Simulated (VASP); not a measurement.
# Zn (I4/mmm) in VASP: notebook

One crystal, Zn, is run at these levels: PBE; tasks: single point.

All numbers are computed with VASP 6.6.1; they aren't measurements. Logs are shortened: lines on timing, memory, paths and dates and some standing lists are left out, and cuts for length are marked.

## (1) Starting point

It takes space group I4/mmm (No. 139, tetragonal). Conventional cell: a = 2.546 Å, b = 2.546 Å, c = 4.681 Å, α = 90.00°, β = 90.00°, γ = 90.00°. Around Zn (site symmetry 4/mmm) lie 4 Zn at 2.55 Å.

This isn't the form of Zn at room conditions, which is hcp.

## (2) Single point, PBE

Contents of INCAR:

```
PREC     = Accurate       # precision mode
ENCUT    = 520            # plane-wave cutoff, eV
EDIFF    = 1E-7           # SCF threshold, eV
ISMEAR   = 0              # smearing method
SIGMA    = 0.15           # smearing width, eV
LREAL    = False          # projectors in reciprocal space
LASPH    = True           # aspherical terms in the spheres
NELM     = 100            # most SCF steps
ALGO     = Fast           # electronic algorithm
ISIF     = 2              # what is computed and relaxed
LWAVE    = False          # write WAVECAR
LCHARG   = True           # write CHGCAR
GGA      = PE             # functional
LELF     = True           # ELF
LVHAR    = True         
NBANDS   = 12             # bands
```

Contents of KPOINTS:

```
Automatic mesh
0
Gamma
  22 22 22
```

Contents of POSCAR:

```
Zn
1.0
    0.0000000000      1.8002463004      2.3403201905
    1.8002463004      0.0000000000      2.3403201905
    1.8002463004      1.8002463004      0.0000000000
Zn
1
Direct
    0.0000000000      0.0000000000      0.0000000000
```

Potentials or basis: VASP PAW PBE potentials, release 64 (Zn).

Launch:

```bash
$ cat potpaw_PBE.64/Zn/POTCAR > POTCAR
$ mpirun -np 1 vasp_std > vasp.out
```

OUTCAR:

```text
PREC = Accurate
   ENCUT = 520
   EDIFF = 1E-7
   ISMEAR = 0
   LREAL = False
   LASPH = True
   NELM = 100
   ISIF = 2
   GGA = PE

 ion  position               nearest neighbor table
   1  0.000  0.000  0.000-

  LATTYP: Found a body centered tetragonal cell.
 ALAT       =     2.5459327336
 C/A-ratio  =     1.8384776311

  Lattice vectors:

 A1 = (  -1.8002463004,   0.0000000000,   2.3403201905)
 A2 = (   1.8002463004,   0.0000000000,   2.3403201905)
 A3 = (   0.0000000000,   1.8002463004,  -2.3403201905)

Analysis of symmetry for initial positions (statically):
=====================================================================
 Subroutine PRICEL returns:
 Original cell was already a primitive cell.

 Routine SETGRP: Setting up the symmetry group for a
 body centered tetragonal supercell.

 Subroutine GETGRP returns: Found 16 space group operations
 (whereof 16 operations were pure point group operations)
 out of a pool of 16 trial point group operations.

The static configuration has the point symmetry D_4h.

Analysis of symmetry for dynamics (positions and initial velocities):
=====================================================================
 Subroutine PRICEL returns:
 Original cell was already a primitive cell.

 Routine SETGRP: Setting up the symmetry group for a
 body centered tetragonal supercell.

 Subroutine GETGRP returns: Found 16 space group operations
 (whereof 16 operations were pure point group operations)
 out of a pool of 16 trial point group operations.

The dynamic configuration has the point symmetry D_4h.

 Subroutine INISYM returns: Found 16 space group operations
 (whereof 16 operations are pure point group operations),
 and found     1 'primitive' translations

----------------------------------------------------------------------------------------

                                     Primitive cell

  volume of cell :      15.1694

  direct lattice vectors                    reciprocal lattice vectors
     0.000000000  1.800246300  2.340320190    -0.277739774  0.277739774  0.213645980
     1.800246300  0.000000000  2.340320190     0.277739774 -0.277739774  0.213645980
     1.800246300  1.800246300  0.000000000     0.277739774  0.277739774 -0.213645980

  length of vectors
     2.952623467  2.952623467  2.545932734     0.447127911  0.447127911  0.447127911

  position of ions in fractional coordinates (direct lattice)
     0.000000000  0.000000000  0.000000000

  ion indices of the primitive-cell ions
   primitive index   ion index
                 1           1

----------------------------------------------------------------------------------------

 KPOINTS: Automatic mesh

Automatic generation of k-mesh.
 Grid dimensions read from file:
 generate k-points for:   22   22   22

 Generating k-lattice:

  Cartesian coordinates                     Fractional coordinates (reciprocal lattice)
    -0.012624535  0.012624535  0.009711181     0.045454545  0.000000000  0.000000000
     0.012624535 -0.012624535  0.009711181     0.000000000  0.045454545  0.000000000
     0.012624535  0.012624535 -0.009711181     0.000000000  0.000000000  0.045454545

  Length of vectors
     0.020323996  0.020323996  0.020323996

  Shift w.r.t. Gamma in fractional coordinates (k-lattice)
     0.000000000  0.000000000  0.000000000

 Subroutine IBZKPT returns following result:
 ===========================================

 Found    834 irreducible k-points:

 Following reciprocal coordinates:
            Coordinates               Weight
  0.000000  0.000000  0.000000      1.000000
  0.045455 -0.000000  0.000000      8.000000
  0.090909 -0.000000  0.000000      8.000000
  0.136364  0.000000  0.000000      8.000000
  0.181818  0.000000  0.000000      8.000000
  0.227273  0.000000  0.000000      8.000000
[... 16 lines left out ...]
  0.500000  0.045455  0.000000      8.000000
 -0.454545  0.045455  0.000000      8.000000
 [... further k-points ...]
   k-points           NKPTS =    834   k-points in BZ     NKDIM =    834   number of bands    NBANDS=     12
   number of dos      NEDOS =    301   number of ions     NIONS =      1
   total plane-waves  NPLWV =  11520
   dimension x,y,z NGX =    24 NGY =   24 NGZ =   20
   dimension x,y,z NGXF=    48 NGYF=   48 NGZF=   40
   ions per type =               1
   NGX,Y,Z   is equivalent  to a cutoff of  13.51, 13.51, 13.06 a.u.
   NGXF,Y,Z  is equivalent  to a cutoff of  27.03, 27.03, 26.12 a.u.
 SYSTEM =  unknown system
   PREC   = accura    normal or accurate (medium, high low for compatibility)
   ISTART =      0    job   : 0-new  1-cont  2-samecut
   ICHARG =      2    charge: 1-file 2-atom 10-const
   ISPIN  =      1    spin polarized calculation?
   LNONCOLLINEAR =      F non collinear calculations
   LSORBIT =      F    spin-orbit coupling
   LASPH  =      T    aspherical Exc in radial PAW
   ENCUT  =  520.0 eV  38.22 Ry    6.18 a.u.   5.49  5.49  4.73*2*pi/ulx,y,z
   NELM   =    100;   NELMIN=  2; NELMDL= -5     # of ELM steps
   EDIFF  = 0.1E-06   stopping-criterion for ELM
   LREAL  =      F    real-space projection
   EDIFFG = 0.1E-05   stopping-criterion for IOM
   NSW    =      0    number of steps for IOM
   IBRION =     -1    ionic relax: 0-MD 1-quasi-New 2-CG
   NFREE  =      0    steps in history (QN), initial steepest desc. (CG)
   ISIF   =      2    stress and relaxation
   ISYM   =      2    0-nonsym 1-usesym 2-fastsym
   POTIM  = 0.5000    time-step for ionic-motion
   TEBEG  =    0.0;   TEEND  =   0.0 temperature during run
   PSTRESS=    0.0 pullay stress
   NELECT =      12.0000    total number of electrons
   NUPDOWN=      -1.0000    fix difference up-down
   EMIN   =  10.00;   EMAX   =-10.00  energy-range for DOS
   EFERMI =   0.00;   METHOD = LEGACY
   ISMEAR =     0;   SIGMA  =   0.15  broadening in eV -4-tet -1-fermi 0-gaus
   EFERMI_NEDOS =   21; number of points for ismear=-14 and -15
   IALGO  =     68    algorithm
   IMIX   =      4    mixing-type and parameters
     AMIX     =   0.40;   BMIX     =  1.00
     AMIX_MAG =   1.60;   BMIX_MAG =  1.00
  volume/ion in A,a.u.               =      15.17       102.37
  Fermi-wavevector in a.u.,A,eV,Ry     =   1.514069  2.861175 31.190044  2.292404
  Thomas-Fermi vector in A             =   2.623775
   LORBIT       =      0    0 simple, 1 ext, 2 COOP (PROOUT), +10 PAW based schemes
   GGA     = PE    functional components
   LHFCALC =     F    Hartree Fock is set to
   AEXX    =    0.0000 exact exchange contribution
   IVDW    =     0    specifies the selected vdW correction
   LEPSILON=     F    determine dielectric tensor
   LRPA    =     F    only Hartree local field effects (RPA)
 non-spin polarized calculation
 RMM-DIIS sequential band-by-band and
 Gauss-broadening in eV      SIGMA  =   0.15
  energy-cutoff  :      520.00
  volume of cell :       15.17
 maximum number of plane-waves:       425
 NGX is ok and might be reduce to    24

 number of electron      12.0000001 magnetization

 Free energy of the ion-electron system (eV)
  ---------------------------------------------------
  ext. energy  EPLUGINS =         0.00000000
  ---------------------------------------------------
  free energy    TOTEN  =        -0.96582432 eV

  energy without entropy =       -0.96229625  energy(sigma->0) =       -0.96406028

 E-fermi :   3.1317     XC(G=0): -11.5606

 val. band max:        3.1285966946   @ k =  -0.4545   0.0000   0.3182
 cond. band min:       3.1350362396   @ k =  -0.2727   0.3636   0.1818
 fundamental gap:      0.0064395450
 Fermi energy:         3.1316613567

 k-point     1 :       0.0000    0.0000    0.0000
  band No.  band energies     occupation
      1      -7.2765      2.00000
      2      -5.0640      2.00000
      3      -4.5828      2.00000
      4      -4.2719      2.00000
      5      -4.2719      2.00000
      6      -3.9025      2.00000
      7      19.3844      0.00000
      8      21.7556      0.00000
      9      21.7556      0.00000
     10      23.0206      0.00000
     11      23.0606      0.00000
     12      23.4907      0.00000

 k-point     2 :       0.0455   -0.0000    0.0000
  band No.  band energies     occupation
      1      -7.2121      2.00000
      2      -5.0537      2.00000
      3      -4.5780      2.00000
      4      -4.2807      2.00000
      5      -4.2669      2.00000
      6      -3.9098      2.00000
      7      19.0618      0.00000
      8      20.6647      0.00000
      9      21.7024      0.00000
     10      22.3015      0.00000
     11      23.0270      0.00000
     12      23.7390      0.00000

 k-point     3 :       0.0909   -0.0000    0.0000
  band No.  band energies     occupation
      1      -7.0206      2.00000
      2      -5.0236      2.00000
      3      -4.5654      2.00000
      4      -4.3028      2.00000
      5      -4.2524      2.00000
      6      -3.9308      2.00000
      7      18.2440      0.00000
      8      18.6403      0.00000
      9      21.3134      0.00000
     10      21.5797      0.00000
     11      22.9882      0.00000
     12      24.7494      0.00000
[... 286 lines left out ...]
 k-point    23 :       0.5000    0.0455    0.0000
  band No.  band energies     occupation
      1      -5.2611      2.00000
      2      -4.8796      2.00000
      3      -4.3050      2.00000
      4      -3.9599      2.00000
      5      -3.8733      2.00000
      6       0.0971      2.00000
      7       2.3651      2.00000
      8      12.5263      0.00000
      9      18.2216      0.00000
     10      22.1001      0.00000
     11      23.4362      0.00000
     12      26.3792      0.00000

 k-point    24 :      -0.4545    0.0455    0.0000
  band No.  band energies     occupation
      1      -5.2566      2.00000
      2      -4.8771      2.00000
      3      -4.3103      2.00000
      4      -3.9656      2.00000
      5      -3.8718      2.00000
      6       0.1944      2.00000
      7       2.2578      2.00000
      8      12.6018      0.00000
      9      18.1486      0.00000
     10      22.5571      0.00000
     11      23.6543      0.00000
     12      25.9289      0.00000

 [... further k-points ...]
[... 5 lines left out ...]
  --------------------------------------------------------------------------------------
  -------------------------------------------------------------------------------------
  Total        0.7567691      0.7567691     -0.2045712      0.0000000      0.0000000      0.0000000
  in kB       79.9290823     79.9290823    -21.6065761      0.0000000      0.0000000      0.0000000
  external PRESSURE =      46.0838628 kB  Pullay stress =       0.0000000 kB

 VOLUME and BASIS-vectors are now :
 -----------------------------------------------------------------------------
  energy-cutoff  :      520.00
  volume of cell :       15.17
      direct lattice vectors                 reciprocal lattice vectors
     0.000000000  1.800246300  2.340320190    -0.277739774  0.277739774  0.213645980
     1.800246300  0.000000000  2.340320190     0.277739774 -0.277739774  0.213645980
     1.800246300  1.800246300  0.000000000     0.277739774  0.277739774 -0.213645980

 POSITION                                       TOTAL-FORCE (eV/Angst)
 -----------------------------------------------------------------------------------
      0.00000      0.00000      0.00000        -0.000000      0.000000      0.000000
 -----------------------------------------------------------------------------------
    total drift:                                0.000000      0.000000     -0.000000

  FREE ENERGIE OF THE ION-ELECTRON SYSTEM (eV)
  ---------------------------------------------------
  free  energy   TOTEN  =        -0.9658243199 eV

  energy  without entropy=       -0.9622962486  energy(sigma->0) =       -0.96406028
```

Run time: 2 min. Hardware: 1 thread of Intel Xeon Platinum 8259CL at 2.50GHz (Skylake/Cascade Lake), shared host; peak memory 0.25 GiB.

Results:

* Free energy: -0.9658 eV
* Pressure: 4.6 GPa
* Band gap on the k mesh: none (metal or under the smearing width)

Stress tensor (GPa, compression positive):
```
 7.99  0.00  0.00
 0.00  7.99  0.00
 0.00  0.00 -2.16
```

Levels at points of the mesh, in eV from the Fermi level:
| k point | band 3 | band 4 | band 5 | band 6 | band 7 | band 8 | band 9 | band 10 |
| --- | --- | --- | --- | --- | --- | --- | --- | --- |
| (0.00, 0.00, 0.00) | -7.71 | -7.40 | -7.40 | -7.03 | 16.25 | 18.62 | 18.62 | 19.89 |
| (0.50, 0.00, 0.00) | -7.45 | -7.09 | -6.97 | -2.80 | -1.14 | 10.13 | 14.26 | 19.50 |
| (0.50, 0.50, 0.00) | -7.00 | -7.00 | -6.97 | -3.20 | -2.10 | 12.24 | 12.24 | 15.37 |
| (0.50, 0.00, 0.50) | -7.25 | -7.10 | -6.69 | 0.57 | 4.01 | 6.47 | 8.21 | 11.30 |

## (3) Single point, PBE

This run uses another cell than the first one, of the same volume but with other edges.

Contents of INCAR:

```
SYSTEM = Zn
PREC = Accurate
ENCUT = 520
EDIFF = 1E-6
ISMEAR = 0
SIGMA = 0.15
LREAL = .FALSE.
LASPH = .TRUE.
NELM = 100
ALGO = Fast
ISIF = 2
LWAVE = .FALSE.
LCHARG = .FALSE.
GGA = PE
NBANDS = 12
```

Contents of KPOINTS:

```
Automatic mesh
0
G
  22 22 22
  0 0 0
```

Contents of POSCAR:

```
Zn
1.0
    0.0000000000      1.8489250047      2.2187100056
    1.8489250047      0.0000000000      2.2187100056
    1.8489250047      1.8489250047      0.0000000000
Zn
1
Direct
    0.0000000000      0.0000000000      0.0000000000
```

Potentials or basis: VASP PAW PBE potentials, release 64 (Zn).

Launch:

```bash
$ cat potpaw_PBE.64/Zn/POTCAR > POTCAR
$ mpirun -np 1 vasp_std > vasp.out
```

It took 1.7 min on 1 thread of Intel Xeon Platinum 8259CL at 2.50GHz (Skylake/Cascade Lake), shared host; peak memory 0.25 GiB.

Results (log left out):

```yaml
Free_energy: -1.0164 eV
Pressure: 2.4 GPa
Band_gap_on_the_k_mesh: none (metal or under the smearing width)
```

Stress tensor (GPa, compression positive):
```
 5.85  0.00  0.00
 0.00  5.85  0.00
 0.00  0.00 -4.60
```

Levels at points of the mesh, in eV from the Fermi level:
| k point | band 2 | band 3 | band 4 | band 5 | band 6 | band 7 | band 8 | band 9 | band 10 | band 11 |
| --- | --- | --- | --- | --- | --- | --- | --- | --- | --- | --- |
| (0.00, 0.00, 0.00) | -8.03 | -7.58 | -7.50 | -7.50 | -7.12 | 18.33 | 18.33 | 18.41 | 19.36 | 20.60 |
| (0.50, 0.00, 0.00) | -7.91 | -7.51 | -7.09 | -6.97 | -2.89 | -1.31 | 11.54 | 15.60 | 18.03 | 19.31 |
| (0.50, 0.50, 0.00) | -8.38 | -7.01 | -6.99 | -6.99 | -2.70 | -1.07 | 10.97 | 10.97 | 14.24 | 15.98 |
| (0.50, 0.00, 0.50) | -8.23 | -7.14 | -7.08 | -6.78 | 0.02 | 3.24 | 6.91 | 8.07 | 11.35 | 12.12 |
